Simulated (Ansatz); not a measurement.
# KBr (Pm-3m) in Ansatz: band structure with r2SCAN50+D3(BJ)

Aim: the band structure of KBr with r2SCAN50+D3(BJ).

All numbers are computed with Ansatz 0.2.0; they aren't measurements. Logs are shortened: lines on timing, memory, paths and dates and some standing lists are left out, and cuts for length are marked.

## (1) The crystal as given

It takes space group Pm-3m (No. 221, cubic). Conventional cell: a = 4.043 Å, b = 4.043 Å, c = 4.043 Å, α = 90.00°, β = 90.00°, γ = 90.00°. Around Br (site symmetry m-3m) lie 8 K at 3.50 Å. K (site symmetry m-3m) has 8 Br at 3.50 Å as nearest neighbours.

Measurements of this composition are mostly on another form, of space group No. 225.

## (2) Band structure, r2SCAN50+D3(BJ)

File input.yaml:

```yaml
crystal:
  lattice:
    - [4.043499, 0.0, 0.0]
    - [0.0, 4.043499, 0.0]
    - [0.0, 0.0, 4.043499]
  atoms:
    - { symbol: Br, position: [0.5, 0.5, 0.5] }
    - { symbol: K, position: [0.0, 0.0, 0.0] }
hamiltonian:
  xc: r2scan50
  pseudopotentials: { kind: paw }
  dispersion: d3bj
kpoints:
  mp_grid: { grid: [4, 4, 4] }
  band_path:
    path:
      - [[0.0, 0.0, 0.0], [0.0, 0.5, 0.0], [0.5, 0.5, 0.0], [0.0, 0.0, 0.0], [0.5, 0.5, 0.5], [0.0, 0.5, 0.0]]
      - [[0.5, 0.5, 0.0], [0.5, 0.5, 0.5]]
    npoints: 4
scf:
  occupations: { method: gaussian, width: 0.01 }
  n_extra_bands: 6
output:
  forces: true
  stress: true
  eigenvalues: true
  fatbands: false
```

Potentials or basis: Ansatz PAW.

Run with:

```
ansatz run input.yaml --threads 2 --pin off --max-ram 5632MiB --backend cpu --events-out ev --progress --plain --runs-dir out
```

Log:

```text
Warning: the engine holds no damping parameters fitted to this dispersion correction and functional, so the run takes those fitted to r2scan50 beside the three-body term, which d3bj leaves out (hamiltonian.dispersion, under Limitations)
Warning: output.stress: scf.convergence.dr2_threshold = 1e-7 eV (the SCF's general default) is looser than the 2e-10 eV advised for a printed stress (1e-10 eV for each atom of the cell: 2). What an SCF threshold leaves in a stress goes as its square root, and in the free energy as the threshold itself, and one threshold admits the most on a small cell: of the crystals measured, under no hybrid functional and no lock of the moments, on runs that ended without the residual-converged pass, on stresses that held no estimate of that error, the worst erred by over 100 MPa in a component at 1e-7 eV an atom and by under 5 at 1e-10. Set scf.convergence.dr2_threshold to 2e-10 eV or tighter. The threshold is an SCF's pass mark: one that does not reach it within its budget of iterations ends unconverged, or closes short of it on a stop that the run arms, and scf.convergence.dr2_threshold's page says what that costs each kind of run
Warning: output.stress: scf.exx.energy_threshold = 1e-6 eV is looser than the 2e-8 eV advised for a stress under a hybrid functional (1e-8 eV for each atom of the cell: 2). Every SCF of the exchange loop can meet its threshold on dr2 while the loop round them stops early: no threshold on dr2 bounds what that leaves in the stress. Set scf.exx.energy_threshold to 2e-8 eV or tighter. The threshold is the loop's pass mark: a loop that does not reach it within its budget of cycles ends unconverged, and scf.exx.energy_threshold's page has the law
Warning: RAYON_NUM_THREADS=2 ignored (pool sized by the plan → 2); use --threads N
scf.n_extra_bands = 6 over 8 filled bands (N_el = 16.0): the run solves 14 bands
Engine: ansatz 0.2.0, aarch64-unknown-linux-gnu
Pseudopotentials: kind: paw
Pseudopotential: Br, paw, valence charge 7, recommended cutoff 500 eV (meta_gga), Br.paw.azcp
Pseudopotential: K, paw, valence charge 9, recommended cutoff 500 eV (meta_gga), K.paw.azcp
Functional definition: r2SCAN50
  parameter a = 0.5
  parameter k0 = 0.174
  parameter k1 = 0.065
  parameter a1 = 4.9479
  exchange = (1 - a)*r2scan_x(k0 = k0, k1 = k1, a1 = a1) + a*exact_x
  correlation = r2scan_c
Crystal: 2 atoms, lattice volume = 66.111 Å³
Basis set: ecut = 500 eV, 1743 PW (Γ), exchange–correlation on 120×120×120 points (64 copies of the dense FFT grid, shifted against one another)
Bands: 14, of which v1, the nominal top of the filled ones, is band 8 counted from 1 (7 counted from 0)
Symmetry: 48 space group operations
Space group: Pm-3m (ITA 221), of the structure as read, at distance tolerance 4.0e-5 Å
k-points: 10 of 64
Non-local potential: Br, projectors of the file, l = 0: 2, l = 1: 2, l = 2: 2
Non-local potential: K, projectors of the file, l = 0: 3, l = 1: 2, l = 2: 2
PAW form: soft (Blöchl's): semilocal exchange-correlation on the pseudo side does not see the compensation charge
PAW frozen core: Br, regenerated for the run's functional, and the local potential with it (the file was generated under x = pbe(κ = 0.804, μ = 0.2195149727645171), c = pbe(β = 0.06672455060314922))
PAW frozen core: K, regenerated for the run's functional, and the local potential with it (the file was generated under x = pbe(κ = 0.804, μ = 0.2195149727645171), c = pbe(β = 0.06672455060314922))
PAW one-centre angular grid: Br, 302 points (default); XC on 160 Gauss nodes
PAW one-centre angular grid: K, 302 points (default); XC on 160 Gauss nodes
Initial density: superposition of atomic densities (neutral atoms: chi_scale 0, normalization atom), corrected by the library's trained network
Initial wavefunctions: pseudopotential atomic-orbital guess
Functional: x = r2scan, c = r2scan; τ floored in thin density (d = 2e-4 eV/Å³), warm-up for x = 0.5 r2scan + 0.5 exact, c = r2scan; τ floored in thin density (d = 2e-4 eV/Å³)
SCF iter   1: F=—  HF=-4339.495575 eV  |F-HF|=—  |Δ(HF+E_count)|=         —  Δρ=2.90e-3  dr2=3.21e-3  dr2_τ=1.51e-3  ethr=1.77e-3  ⟨swp⟩=10.4  Hψ=811  notcnv=0
preconditioner: auto → none  [insulator: Δε(μ)=4.607 eV  Ē_g=16.287 eV  σ=0.010 eV  W_gap=1.00  n_scr=6 (ndim 8)  ℏωp=17.1 eV  f_vac=0.009  D(μ)=0.00/eV (n_scr^D=0)]
SCF iter   2: F=-4339.509838 eV  HF=-4339.509801 eV  |F-HF|=3.72e-5  |Δ(HF+E_count)|=   1.42e-2  Δρ=1.18e-3  dr2=4.27e-4  dr2_τ=4.47e-5  ethr=2.00e-5  ⟨swp⟩=4.9  Hψ=491  notcnv=0  defer=3
SCF 1 stopped early in 2 iterations: F = -4339.509838 eV  dr2 = 4.27e-4
Initial density: handed on by an earlier stage of this run
Initial wavefunctions: those handed on with the density
Functional: x = 0.5 r2scan + 0.5 exact, c = r2scan; τ floored in thin density (d = 2e-4 eV/Å³)
Frozen-core exchange: fock
SCF iter   1: F=—  HF=-4338.407301 eV  |F-HF|=—  |Δ(HF+E_count)|=         —  Δρ=4.41e-3  dr2=6.68e-3  dr2_τ=7.18e-3  ethr=2.67e-5  ⟨swp⟩=7.4  Hψ=656  notcnv=0
preconditioner: auto → none  [insulator: Δε(μ)=7.690 eV  Ē_g=20.994 eV  σ=0.010 eV  W_gap=1.00  n_scr=6 (ndim 8)  ℏωp=17.1 eV  f_vac=0.010  D(μ)=0.00/eV (n_scr^D=0)]
SCF iter   2: F=—  HF=-4338.404486 eV  |F-HF|=—  |Δ(HF+E_count)|=   2.81e-3  Δρ=2.06e-3  dr2=1.79e-3  dr2_τ=1.30e-4  ethr=2.67e-5  ⟨swp⟩=3.4  Hψ=336  notcnv=0
iter 3 solved again at ethr=8.88e-8 eV; its pass at ethr=7.36e-6 eV (dr2=1.42e-5 eV) is discarded
SCF iter   3: F=—  HF=-4338.403873 eV  |F-HF|=—  |Δ(HF+E_count)|=   6.13e-4  Δρ=1.61e-4  dr2=9.61e-4  dr2_τ=9.02e-6  ethr=8.88e-8  ⟨swp⟩=3.1  Hψ=602  notcnv=0
SCF iter   4: F=—  HF=-4338.408527 eV  |F-HF|=—  |Δ(HF+E_count)|=   4.65e-3  Δρ=3.05e-4  dr2=1.46e-4  dr2_τ=1.08e-6  ethr=8.88e-8  ⟨swp⟩=4.7  Hψ=544  notcnv=0
Mixer restart at iter 4: flushing history
SCF iter   5: F=—  HF=-4338.408627 eV  |F-HF|=—  |Δ(HF+E_count)|=   9.96e-5  Δρ=1.11e-4  dr2=1.12e-5  dr2_τ=4.22e-7  ethr=8.88e-8  ⟨swp⟩=3.9  Hψ=417  notcnv=0
SCF iter   6: F=-4338.408628 eV  HF=-4338.408628 eV  |F-HF|=6.44e-7  |Δ(HF+E_count)|=   1.29e-6  Δρ=5.70e-5  dr2=1.50e-6  dr2_τ=2.53e-7  ethr=6.47e-8  ⟨swp⟩=3.6  Hψ=352  notcnv=0
SCF 2 stopped early in 6 iterations: F = -4338.408628 eV  dr2 = 1.50e-6
hybrid outer 1: dexx = +7.508e-3 eV, tail = 1.46e-4 eV
Frozen-core exchange: fock
SCF iter   1: F=—  HF=-4338.410957 eV  |F-HF|=—  |Δ(HF+E_count)|=         —  Δρ=1.39e-4  dr2=3.45e-6  dr2_τ=8.58e-6  ethr=4.57e-6  ⟨swp⟩=3.4  Hψ=370  notcnv=0
preconditioner: auto → none  [insulator: Δε(μ)=7.702 eV  Ē_g=20.992 eV  σ=0.010 eV  W_gap=1.00  n_scr=6 (ndim 8)  ℏωp=17.1 eV  f_vac=0.014  D(μ)=0.00/eV (n_scr^D=0)]
SCF iter   2: F=—  HF=-4338.410957 eV  |F-HF|=—  |Δ(HF+E_count)|=   8.78e-8  Δρ=7.06e-5  dr2=8.86e-7  dr2_τ=1.56e-7  ethr=2.09e-8  ⟨swp⟩=3.1  Hψ=276  notcnv=0
SCF iter   3: F=—  HF=-4338.410957 eV  |F-HF|=—  |Δ(HF+E_count)|=   3.32e-7  Δρ=5.71e-6  dr2=1.62e-8  dr2_τ=8.37e-9  ethr=5.50e-9  ⟨swp⟩=3.3  Hψ=251  notcnv=0
SCF iter   4: F=-4338.410957 eV  HF=-4338.410957 eV  |F-HF|=5.43e-10  |Δ(HF+E_count)|=  9.84e-10  Δρ=1.64e-6  dr2=1.01e-9  dr2_τ=3.74e-10  ethr=8.20e-11  ⟨swp⟩=4.2  Hψ=416  notcnv=0
SCF 3 converged in 4 iterations: F = -4338.410957 eV  dr2 = 1.01e-9
  Residual-converged pass: ⟨swp⟩=3.0  Hψ=240  notcnv=0  max |occ|·‖R‖ = 2.0e-6 eV (tolerance 2.4e-6 eV)  dr2=1.02e-9  dr2_τ=3.87e-10  dr2_onsite=6.53e-11  max |Δocc| = 0.0e0
hybrid outer 2: dexx = +4.926e-6 eV, tail = 3.05e-7 eV, Δε = 4.54e-3 eV (about 1.87e-4 eV left of the loop's levels)
Frozen-core exchange: fock
SCF iter   1: F=—  HF=-4338.410961 eV  |F-HF|=—  |Δ(HF+E_count)|=         —  Δρ=6.65e-6  dr2=6.18e-9  dr2_τ=1.39e-8  ethr=9.52e-9  ⟨swp⟩=4.6  Hψ=392  notcnv=0
SCF iter   2: F=-4338.410961 eV  HF=-4338.410961 eV  |F-HF|=7.37e-10  |Δ(HF+E_count)|=  8.99e-10  Δρ=3.21e-6  dr2=2.06e-9  dr2_τ=4.22e-10  ethr=3.67e-11  ⟨swp⟩=3.9  Hψ=293  notcnv=0
SCF 4 converged in 2 iterations: F = -4338.410961 eV  dr2 = 2.06e-9
  Residual-converged pass: ⟨swp⟩=2.9  Hψ=240  notcnv=0  max |occ|·‖R‖ = 2.3e-6 eV (tolerance 2.4e-6 eV)  dr2=2.10e-9  dr2_τ=4.22e-10  dr2_onsite=1.72e-10  max |Δocc| = 0.0e0
hybrid outer 3: dexx = +1.038e-8 eV, tail = 6.19e-9 eV, Δε = 2.57e-4 eV (about 3.36e-5 eV left of the loop's levels), ΔF = 1.48e-30 eV/Å (tail 1.04e-30)
NSCF: frozen V_eff on 26 k-points
hybrid SCF converged: 3 outer / 12 inner (+2 warm-up), last move |dexx| = 1.04e-8 eV, tail = 6.19e-9 eV
Stability not checked: this state was not tested for a lower state beside it, because the functional holds exact exchange (a hybrid, or Hartree-Fock), whose exchange loop this test does not read (fock_operator; see scf.lower_state_search)
Free energy (F): -4338.410961 eV
Frozen-core exchange: fock
Harris-Foulkes:  -4338.410961 eV  (|F-HF|=7.37e-10)
Internal energy: -4338.410961 eV  (E = F + TS)
E sigma→0 (E₀):  -4338.410961 eV
Fermi energy:    3.621146 eV
--- Per-component energies (eV) ---
  E_band       = -190.742690
  E_kinetic    = 387.255036
  E_local      = -771.976750  (includes V_loc(G=0)·N_el)
  E_nonlocal   = 82.373241
  E_hartree    = 244.061782
  E_xc         = -206.974155
  E_vxc        = -155.485775  (∫ρ·V_xc dr)
  E_exx        = -87.987758  (= α·E_x^exact, valence–valence)
  E_paw        = -3147.099818  (= ΣΔE_a)
  E_vpaw       = -50.050454  (= ΣTr[D̂ρ^β])
  E_aug_tail   = -0.000002  (compensation charges beyond the density's cutoff)
  E_vtau       = 4.993582  (kinetic-family band-sum trace: ∫τ·v_τ [+ j·A + Jᵃ·Aᵃ] dr)
  E_ewald      = -836.687102
  E_disp       = -0.321097  (pairwise vdW)
  E_core_change = -1.054336  (= ΣΔE_core)
  E_smearing   = -0.000000  (= −TS)
  E_closure    = -0.000001  (closes the sum)
  Σ components = -4338.410961   (vs F -4338.410961, Δ=-9.09e-13)
--- Forces (eV/Å), atoms counted from 1 ---
  atom   1  Br     0.00000000    -0.00000000     0.00000000
  atom   2  K     -0.00000000     0.00000000     0.00000000
  max |Σ_I F_I| component: 4.60e-31 eV/Å
--- Stress (GPa, compression-positive) ---
       -1.862729      -0.000000       0.000000
       -0.000000      -1.862729       0.000000
        0.000000       0.000000      -1.862729
  P = ⅓ Tr σ = -1.8627 GPa (-18.627 kbar)
--- Band table (eV; the first three rows and the last of 10) ---
  k-point 0: bands = ["-33.7028", "-15.3641", "-14.1797", "-14.1797", "-14.1797", "-0.5399", "-0.5399", "-0.5399", "7.4720", "9.6346", "9.6346", "14.4928", "14.4928", "14.4928"]
  k-point 1: bands = ["-33.6973", "-15.4239", "-14.1683", "-14.1683", "-14.0904", "-1.6367", "-0.5164", "-0.5164", "8.7318", "10.1854", "10.9021", "14.2585", "14.2585", "14.7943"]
  k-point 2: bands = ["-33.6918", "-15.4840", "-14.1568", "-14.1568", "-13.9945", "-2.4932", "-0.4930", "-0.4930", "10.2140", "11.3190", "11.7321", "12.7109", "14.5003", "14.5003"]
  k-point 9: bands = ["-33.6717", "-14.8929", "-14.2926", "-14.2926", "-14.2926", "-1.9016", "-1.9016", "-1.9016", "11.0881", "11.0881", "11.0881", "14.1280", "14.1280", "14.1280"]
```

It took 75 s on 2 threads of Arm Neoverse V1, shared host; peak memory 0.99 GiB.

What came out:

```
Free energy             : -4338.4110 eV
Pressure                : -1.9 GPa
Band gap on the k mesh  : 7.70 eV, indirect (least direct gap 8.01 eV)
Band gap along the path : 7.70 eV, indirect (least direct gap 8.01 eV)
```

Levels at the corners of the path, in eV from the valence-band top:
| point | band 5 | band 6 | band 7 | band 8 | band 9 | band 10 | band 11 | band 12 |
| --- | --- | --- | --- | --- | --- | --- | --- | --- |
| Γ | -13.95 | -0.31 | -0.31 | -0.31 | 7.70 | 9.86 | 9.86 | 14.72 |
| X | -13.76 | -2.26 | -0.26 | -0.26 | 10.44 | 11.55 | 11.96 | 12.94 |
| M | -13.91 | -1.66 | -1.66 | 0.00 | 9.12 | 10.74 | 12.62 | 12.62 |
| Γ | -13.95 | -0.31 | -0.31 | -0.31 | 7.70 | 9.86 | 9.86 | 14.72 |
| R | -14.06 | -1.67 | -1.67 | -1.67 | 11.32 | 11.32 | 11.32 | 14.36 |
| X | -13.76 | -2.26 | -0.26 | -0.26 | 10.44 | 11.55 | 11.96 | 12.94 |
| M | -13.91 | -1.66 | -1.66 | 0.00 | 9.12 | 10.74 | 12.62 | 12.62 |
| R | -14.06 | -1.67 | -1.67 | -1.67 | 11.32 | 11.32 | 11.32 | 14.36 |

Caveat: the PAW data sets come from PBE, with cores solved anew for the run's functional, which leaves a small shift of forces and pressure; the dispersion damping was fitted for another functional or another form of the correction; the thresholds are loose for stress.
